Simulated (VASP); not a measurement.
# NaF (Villiaumite) (Fm-3m) in VASP: a series of runs

One crystal, NaF (Villiaumite), is run at these levels: r2SCAN; tasks: single point.

All numbers are computed with VASP 6.6.1; they aren't measurements. Logs are shortened: lines on timing, memory, paths and dates and some standing lists are left out, and cuts for length are marked.

### 1 The crystal as given

It takes space group Fm-3m (No. 225, cubic). The conventional cell has a = 4.640 Å, b = 4.640 Å, c = 4.640 Å, α = 90.00°, β = 90.00°, γ = 90.00°. Na (site symmetry m-3m) is surrounded by 6 F at 2.32 Å. F (site symmetry m-3m) has 6 Na at 2.32 Å as nearest neighbours.

### 2 Single point, r2SCAN

INCAR

```
PREC     = Accurate       # precision mode
ENCUT    = 450            # plane-wave cutoff, eV
EDIFF    = 1E-6           # SCF threshold, eV
ISMEAR   = 0              # smearing method
SIGMA    = 0.05           # smearing width, eV
LREAL    = F              # projectors in reciprocal space
LASPH    = T              # aspherical terms in the spheres
NELM     = 100            # most SCF steps
ALGO     = Normal         # electronic algorithm
ISIF     = 2              # what is computed and relaxed
LWAVE    = F              # write WAVECAR
LCHARG   = F              # write CHGCAR
METAGGA  = R2SCAN         # meta-GGA
LMIXTAU  = T            
ADDGRID  = F
```

KPOINTS

```
Automatic mesh
0
Gamma
  10 10 10
```

POSCAR

```
NaF
1.0
    0.0000000000      2.3200000000      2.3200000000
    2.3200000000      0.0000000000      2.3200000000
    2.3200000000      2.3200000000      0.0000000000
Na F
1 1
Direct
    0.0000000000      0.0000000000      0.0000000000
    0.5000000000      0.5000000000      0.5000000000
```

Potentials or basis: VASP PAW PBE potentials, release 64 (Na_pv, F).

Command:

```
$ cat potpaw_PBE.64/Na_pv/POTCAR potpaw_PBE.64/F/POTCAR > POTCAR
$ mpirun -np 1 vasp_std > vasp.out
```

OUTCAR:

```text
PREC = Accurate
   ENCUT = 450
   EDIFF = 1E-6
   ISMEAR = 0
   LREAL = F
   LASPH = T
   NELM = 100
   ISIF = 2
   METAGGA = R2SCAN

 Found     47 irreducible k-points:

 Following reciprocal coordinates:
            Coordinates               Weight
  0.000000  0.000000  0.000000      1.000000
  0.100000  0.000000  0.000000      8.000000
  0.200000  0.000000  0.000000      8.000000
  0.300000  0.000000  0.000000      8.000000
  0.400000  0.000000  0.000000      8.000000
  0.500000  0.000000  0.000000      4.000000
   k-points           NKPTS =     47   k-points in BZ     NKDIM =     47   number of bands    NBANDS=     11
   number of dos      NEDOS =    301   number of ions     NIONS =      2
   total plane-waves  NPLWV =  13824
   dimension x,y,z NGX =    24 NGY =   24 NGZ =   24
   dimension x,y,z NGXF=    48 NGYF=   48 NGZF=   48
   ions per type =               1   1
   NGX,Y,Z   is equivalent  to a cutoff of  12.16, 12.16, 12.16 a.u.
   NGXF,Y,Z  is equivalent  to a cutoff of  24.32, 24.32, 24.32 a.u.
 SYSTEM =  unknown system
   PREC   = accura    normal or accurate (medium, high low for compatibility)
   ISTART =      0    job   : 0-new  1-cont  2-samecut
   ICHARG =      2    charge: 1-file 2-atom 10-const
   ISPIN  =      1    spin polarized calculation?
   LNONCOLLINEAR =      F non collinear calculations
   LSORBIT =      F    spin-orbit coupling
   LASPH  =      T    aspherical Exc in radial PAW
   ENCUT  =  450.0 eV  33.07 Ry    5.75 a.u.   5.67  5.67  5.67*2*pi/ulx,y,z
   NELM   =    100;   NELMIN=  2; NELMDL= -5     # of ELM steps
   EDIFF  = 0.1E-05   stopping-criterion for ELM
   LREAL  =      F    real-space projection
   EDIFFG = 0.1E-04   stopping-criterion for IOM
   NSW    =      0    number of steps for IOM
   IBRION =     -1    ionic relax: 0-MD 1-quasi-New 2-CG
   NFREE  =      0    steps in history (QN), initial steepest desc. (CG)
   ISIF   =      2    stress and relaxation
   ISYM   =      2    0-nonsym 1-usesym 2-fastsym
   POTIM  = 0.5000    time-step for ionic-motion
   TEBEG  =    0.0;   TEEND  =   0.0 temperature during run
   PSTRESS=    0.0 pullay stress
   NELECT =      14.0000    total number of electrons
   NUPDOWN=      -1.0000    fix difference up-down
   EMIN   =  10.00;   EMAX   =-10.00  energy-range for DOS
   EFERMI =   0.00;   METHOD = LEGACY
   ISMEAR =     0;   SIGMA  =   0.05  broadening in eV -4-tet -1-fermi 0-gaus
   EFERMI_NEDOS =   21; number of points for ismear=-14 and -15
   IALGO  =     38    algorithm
   IMIX   =      4    mixing-type and parameters
     AMIX     =   0.40;   BMIX     =  1.00
     AMIX_MAG =   1.60;   BMIX_MAG =  1.00
  volume/ion in A,a.u.               =      12.49        84.27
  Fermi-wavevector in a.u.,A,eV,Ry     =   1.349852  2.550851 24.791186  1.822101
  Thomas-Fermi vector in A             =   2.477405
   LORBIT       =      0    0 simple, 1 ext, 2 COOP (PROOUT), +10 PAW based schemes
   METAGGA = R2SCAN    functional components
   LHFCALC =     F    Hartree Fock is set to
   AEXX    =    0.0000 exact exchange contribution
   IVDW    =     0    specifies the selected vdW correction
   LEPSILON=     F    determine dielectric tensor
   LRPA    =     F    only Hartree local field effects (RPA)
 non-spin polarized calculation
 Gauss-broadening in eV      SIGMA  =   0.05
  energy-cutoff  :      450.00
  volume of cell :       24.97
 maximum number of plane-waves:       552
   NGX = 11   NGY = 11   NGZ = 11

 number of electron      13.9999982 magnetization

 Free energy of the ion-electron system (eV)
  ---------------------------------------------------
  ext. energy  EPLUGINS =         0.00000000
  ---------------------------------------------------
  free energy    TOTEN  =       -12.60346830 eV

  energy without entropy =      -12.60346830  energy(sigma->0) =      -12.60346830

 E-fermi :  -2.5245     XC(G=0):  -9.7533

 val. band max:       -2.7478648818   @ k =   0.0000   0.0000   0.0000
 cond. band min:       4.4062326770   @ k =   0.0000   0.0000   0.0000
 fundamental gap:      7.1540975588
 Fermi energy:        -2.5244691294

 k-point     1 :       0.0000    0.0000    0.0000
  band No.  band energies     occupation
      1     -23.0297      2.00000
      2     -22.2546      2.00000
      3     -22.2541      2.00000
      4     -22.2541      2.00000
      5      -2.7479      2.00000
      6      -2.7479      2.00000
      7      -2.7479      2.00000
      8       4.4062      0.00000
      9      17.0141      0.00000
     10      17.0141      0.00000
     11      17.0141      0.00000

 k-point     2 :       0.1000    0.0000    0.0000
  band No.  band energies     occupation
      1     -23.0853      2.00000
      2     -22.2556      2.00000
      3     -22.2551      2.00000
      4     -22.1855      2.00000
      5      -2.9323      2.00000
      6      -2.7732      2.00000
      7      -2.7732      2.00000
      8       4.7584      0.00000
      9      15.6915      0.00000
     10      17.1884      0.00000
     11      17.1884      0.00000

 k-point     3 :       0.2000    0.0000    0.0000
  band No.  band energies     occupation
      1     -23.2036      2.00000
      2     -22.2583      2.00000
      3     -22.2578      2.00000
      4     -22.0366      2.00000
      5      -3.3670      2.00000
      6      -2.8400      2.00000
      7      -2.8399      2.00000
      8       5.6774      0.00000
      9      13.9493      0.00000
     10      17.6477      0.00000
     11      17.6480      0.00000

 k-point     4 :       0.3000    0.0000    0.0000
  band No.  band energies     occupation
      1     -23.3130      2.00000
      2     -22.2616      2.00000
      3     -22.2611      2.00000
      4     -21.8839      2.00000
      5      -3.8304      2.00000
      6      -2.9202      2.00000
      7      -2.9202      2.00000
      8       6.8960      0.00000
      9      12.4922      0.00000
     10      18.1883      0.00000
     11      18.1890      0.00000

 k-point     5 :       0.4000    0.0000    0.0000
  band No.  band energies     occupation
      1     -23.3897      2.00000
      2     -22.2644      2.00000
      3     -22.2639      2.00000
      4     -21.7750      2.00000
      5      -4.1666      2.00000
      6      -2.9853      2.00000
      7      -2.9852      2.00000
      8       8.1371      0.00000
      9      11.3039      0.00000
     10      18.5326      0.00000
     11      18.5338      0.00000

 k-point     6 :       0.5000    0.0000    0.0000
  band No.  band energies     occupation
      1     -23.4157      2.00000
      2     -22.2653      2.00000
      3     -22.2648      2.00000
      4     -21.7357      2.00000
      5      -4.2880      2.00000
      6      -3.0092      2.00000
      7      -3.0091      2.00000
      8       8.8581      0.00000
      9      10.6401      0.00000
     10      18.6237      0.00000
     11      18.6251      0.00000

 [... further k-points ...]

------------------------ aborting loop because EDIFF is reached ----------------------------------------

  FORCE on cell =-STRESS in cart. coord.  units (eV):
  Direction    XX          YY          ZZ          XY          YZ          ZX
  --------------------------------------------------------------------------------------
  -------------------------------------------------------------------------------------
  Total       -0.5893578     -0.5893578     -0.5893578      0.0000000      0.0000000     -0.0000000
  in kB      -37.8090400    -37.8090400    -37.8090400      0.0000000      0.0000000     -0.0000000
  external PRESSURE =     -37.8090400 kB  Pullay stress =       0.0000000 kB

 VOLUME and BASIS-vectors are now :
 -----------------------------------------------------------------------------
  energy-cutoff  :      450.00
  volume of cell :       24.97
      direct lattice vectors                 reciprocal lattice vectors
     0.000000000  2.320000000  2.320000000    -0.215517241  0.215517241  0.215517241
     2.320000000  0.000000000  2.320000000     0.215517241 -0.215517241  0.215517241
     2.320000000  2.320000000  0.000000000     0.215517241  0.215517241 -0.215517241

 POSITION                                       TOTAL-FORCE (eV/Angst)
 -----------------------------------------------------------------------------------
      0.00000      0.00000      0.00000         0.000000      0.000000      0.000000
      2.32000      2.32000      2.32000         0.000000      0.000000      0.000000
 -----------------------------------------------------------------------------------
    total drift:                                0.000000     -0.000000      0.000000

  FREE ENERGIE OF THE ION-ELECTRON SYSTEM (eV)
  ---------------------------------------------------
  free  energy   TOTEN  =       -12.6034683015 eV

  energy  without entropy=      -12.6034683015  energy(sigma->0) =      -12.60346830
```

Wall time 37 s (1 thread of Intel Xeon Platinum 8488C (Sapphire Rapids), shared host); peak memory 0.14 GiB.

These settings aren't checked as converged: the numbers below hold their error.

What came out:

| Property | Result |
| --- | --- |
| Free energy | -12.6035 eV |
| Band gap on the k mesh | 7.15 eV, direct |

Caveat: the cutoff is under 1.25 times the usual one of these potentials, so pressure, stress and relaxed cells hold a basis-set (Pulay) error; the PAW data sets were made with another functional, which shifts forces and pressure a little.

### 3 Single point, r2SCAN

INCAR is that of step 2.

KPOINTS is that of step 2.

POSCAR

```
NaF
1.0
    0.0000000000      2.3200000000      2.3200000000
    2.3200000000      0.0000000000      2.3200000000
    2.3200000000      2.3200000000      0.0000000000
Na F
1 1
Direct
    0.0258840000     -0.0367460000      0.0017760000
    0.4822430000      0.5377660000      0.4799550000
```

Potentials or basis: VASP PAW PBE potentials, release 64 (Na_pv, F).

Command:

```
$ cat potpaw_PBE.64/Na_pv/POTCAR potpaw_PBE.64/F/POTCAR > POTCAR
$ mpirun -np 1 vasp_std > vasp.out
```

OUTCAR:

```text
PREC = Accurate
   ENCUT = 450
   EDIFF = 1E-6
   ISMEAR = 0
   LREAL = F
   LASPH = T
   NELM = 100
   ISIF = 2
   METAGGA = R2SCAN

 Found    504 irreducible k-points:

 Following reciprocal coordinates:
            Coordinates               Weight
  0.000000  0.000000  0.000000      1.000000
  0.100000  0.000000  0.000000      2.000000
  0.000000  0.100000  0.000000      2.000000
  0.000000  0.000000  0.100000      2.000000
  0.100000  0.100000  0.100000      2.000000
  0.200000  0.000000  0.000000      2.000000
   k-points           NKPTS =    504   k-points in BZ     NKDIM =    504   number of bands    NBANDS=     11
   number of dos      NEDOS =    301   number of ions     NIONS =      2
   total plane-waves  NPLWV =  13824
   dimension x,y,z NGX =    24 NGY =   24 NGZ =   24
   dimension x,y,z NGXF=    48 NGYF=   48 NGZF=   48
   ions per type =               1   1
   NGX,Y,Z   is equivalent  to a cutoff of  12.16, 12.16, 12.16 a.u.
   NGXF,Y,Z  is equivalent  to a cutoff of  24.32, 24.32, 24.32 a.u.
 SYSTEM =  unknown system
   PREC   = accura    normal or accurate (medium, high low for compatibility)
   ISTART =      0    job   : 0-new  1-cont  2-samecut
   ICHARG =      2    charge: 1-file 2-atom 10-const
[... 65 lines left out ...]
      2     -22.2218      2.00000
      3     -22.2210      2.00000
      4     -22.1825      2.00000
      5      -2.7705      2.00000
      6      -2.7669      2.00000
      7      -2.7553      2.00000
      8       4.3860      0.00000
      9      17.0272      0.00000
     10      17.0961      0.00000
     11      17.2195      0.00000
[... 57 lines left out ...]
 k-point     6 :       0.2000    0.0000    0.0000
  band No.  band energies     occupation
      1     -23.2376      2.00000
      2     -22.2314      2.00000
      3     -22.2252      2.00000
      4     -21.9764      2.00000
      5      -3.3783      2.00000
      6      -2.8574      2.00000
      7      -2.8392      2.00000
      8       5.6538      0.00000
      9      13.9652      0.00000
     10      17.5992      0.00000
     11      17.7636      0.00000

 [... further k-points ...]

------------------------ aborting loop because EDIFF is reached ----------------------------------------

  FORCE on cell =-STRESS in cart. coord.  units (eV):
  Direction    XX          YY          ZZ          XY          YZ          ZX
  --------------------------------------------------------------------------------------
  -------------------------------------------------------------------------------------
  Total       -0.4106686     -0.2373895     -0.5895263      0.0778902      0.0393549     -0.0386815
  in kB      -26.3456038    -15.2292356    -37.8198525      4.9968857      2.5247340     -2.4815323
  external PRESSURE =     -26.4648973 kB  Pullay stress =       0.0000000 kB

 VOLUME and BASIS-vectors are now :
 -----------------------------------------------------------------------------
  energy-cutoff  :      450.00
  volume of cell :       24.97
      direct lattice vectors                 reciprocal lattice vectors
     0.000000000  2.320000000  2.320000000    -0.215517241  0.215517241  0.215517241
     2.320000000  0.000000000  2.320000000     0.215517241 -0.215517241  0.215517241
     2.320000000  2.320000000  0.000000000     0.215517241  0.215517241 -0.215517241

 POSITION                                       TOTAL-FORCE (eV/Angst)
 -----------------------------------------------------------------------------------
      2.23887      0.06417      2.29480         0.278851     -0.385623      0.151623
      2.36111      2.23230      2.36642        -0.278851      0.385623     -0.151623
 -----------------------------------------------------------------------------------
    total drift:                               -0.017868     -0.004570     -0.001919

  FREE ENERGIE OF THE ION-ELECTRON SYSTEM (eV)
  ---------------------------------------------------
  free  energy   TOTEN  =       -12.5544967478 eV

  energy  without entropy=      -12.5544967478  energy(sigma->0) =      -12.55449675
```

OSZICAR:

```text
N       E                     dE             d eps       ncg     rms          rms(c)
DAV:   1     0.977320394695E+02    0.97732E+02   -0.73596E+03 11242   0.152E+03
DAV:   2    -0.103509534807E+02   -0.10808E+03   -0.10067E+03 11744   0.352E+02
DAV:   3    -0.160377194763E+02   -0.56868E+01   -0.56710E+01 12939   0.832E+01
DAV:   4    -0.160929251009E+02   -0.55206E-01   -0.55197E-01 12204   0.894E+00
DAV:   5    -0.160935805180E+02   -0.65542E-03   -0.65540E-03 12906   0.994E-01    0.482E+00
DAV:   6    -0.126789238302E+02    0.34147E+01   -0.15628E+00 14402   0.177E+01    0.160E+00
DAV:   7    -0.125992415617E+02    0.79682E-01   -0.98177E-01 11130   0.136E+01    0.167E+00
DAV:   8    -0.130734986381E+02   -0.47426E+00   -0.39243E-01 11088   0.967E+00    0.593E-01
DAV:   9    -0.122520355683E+02    0.82146E+00   -0.16783E-01 11088   0.475E+00    0.864E-01
DAV:  10    -0.125881507336E+02   -0.33612E+00   -0.27378E-01 11088   0.604E+00    0.285E-01
DAV:  11    -0.125740195949E+02    0.14131E-01   -0.62903E-03 13041   0.911E-01    0.292E-01
DAV:  12    -0.125491985216E+02    0.24821E-01   -0.67364E-03 11094   0.143E+00    0.101E-01
DAV:  13    -0.125524950579E+02   -0.32965E-02   -0.10437E-03 11394   0.448E-01    0.388E-02
DAV:  14    -0.125543933584E+02   -0.18983E-02   -0.34271E-04 11094   0.283E-01    0.330E-02
DAV:  15    -0.125543703279E+02    0.23031E-04   -0.30094E-04 11178   0.215E-01    0.124E-02
DAV:  16    -0.125544975776E+02   -0.12725E-03   -0.97323E-05 11373   0.139E-01    0.125E-02
DAV:  17    -0.125544967478E+02    0.82979E-06   -0.70261E-06 13365   0.337E-02
   1 F= -.12554497E+02 E0= -.12554497E+02  d E =-.118095E-15
```

Run time: 4.8 min. Hardware: 1 thread of Intel Xeon Platinum 8488C (Sapphire Rapids), shared host; peak memory 0.22 GiB.

These settings aren't checked as converged: the numbers below hold their error.

What came out:

```yaml
Free_energy: -12.5545 eV
Largest_force: 0.499 eV/Å
Band_gap_on_the_k_mesh: 7.14 eV, direct
```

Caveat: the cutoff is under 1.25 times the usual one of these potentials, so pressure, stress and relaxed cells hold a basis-set (Pulay) error; the PAW data sets were made with another functional, which shifts forces and pressure a little.

### 4 Single point, r2SCAN

INCAR, as its differences from that of step 3:

```diff
@@ -3,3 +3,3 @@
 EDIFF    = 1E-6           # SCF threshold, eV
-ISMEAR   = 0              # smearing method
+ISMEAR   = -5             # smearing method
 SIGMA    = 0.05           # smearing width, eV
```

KPOINTS is that of step 3.

POSCAR

```
NaF
1.0
    0.0000000000      2.3200000000      2.3200000000
    2.3200000000      0.0000000000      2.3200000000
    2.3200000000      2.3200000000      0.0000000000
Na F
1 1
Direct
    0.0000000000      0.0000000000      0.0000000000
    0.5000000000      0.5000000000      0.5000000000
```

Command:

```
$ cat potpaw_PBE.64/Na_pv/POTCAR potpaw_PBE.64/F/POTCAR > POTCAR
$ mpirun -np 1 vasp_std > vasp.out
```

Run time: 38 s. Hardware: 1 thread of Intel Xeon Platinum 8488C (Sapphire Rapids), shared host; peak memory 0.14 GiB.

These settings aren't checked as converged: the numbers below hold their error.

What came out:

| Property | Result |
| --- | --- |
| Free energy | -12.6035 eV |
| Band gap on the k mesh | 7.15 eV, direct |

Caveat: the cutoff is under 1.25 times the usual one of these potentials, so pressure, stress and relaxed cells hold a basis-set (Pulay) error; the PAW data sets were made with another functional, which shifts forces and pressure a little.

### 5 Single point, r2SCAN

INCAR is that of step 4.

KPOINTS is that of step 4.

POSCAR

```
NaF
1.0
    0.0000000000      2.3200000000      2.3200000000
    2.3200000000      0.0000000000      2.3200000000
    2.3200000000      2.3200000000      0.0000000000
Na F
1 1
Direct
    0.0258840000     -0.0367460000      0.0017760000
    0.4822430000      0.5377660000      0.4799550000
```

Command:

```
$ cat potpaw_PBE.64/Na_pv/POTCAR potpaw_PBE.64/F/POTCAR > POTCAR
$ mpirun -np 1 vasp_std > vasp.out
```

Wall time 4.5 min (1 thread of Intel Xeon Platinum 8488C (Sapphire Rapids), shared host); peak memory 0.23 GiB.

The run converged, but some of its settings lie outside the range that counts as converged, so its numbers aren't taken as properties of the crystal.

What came out:

| Quantity | Value |
| --- | --- |
| Free energy | -12.5545 eV |
| Largest force | 0.499 eV/Å |
| Band gap on the k mesh | 7.14 eV, direct |

Caveat: the cutoff is under 1.25 times the usual one of these potentials, so pressure, stress and relaxed cells hold a basis-set (Pulay) error; the PAW data sets were made with another functional, which shifts forces and pressure a little.

### 6 For comparison

An earlier run on the cell as given: functional PBEsol; potentials or basis VASP PAW PBE potentials, release 64 (Na_pv, F); cutoff 520 eV; k mesh 10 × 10 × 10; occupations fermi-dirac, width 0.05 eV; no spin polarisation.

- Pressure: -0.3 GPa
- Band gap on the k mesh: 6.14 eV, direct
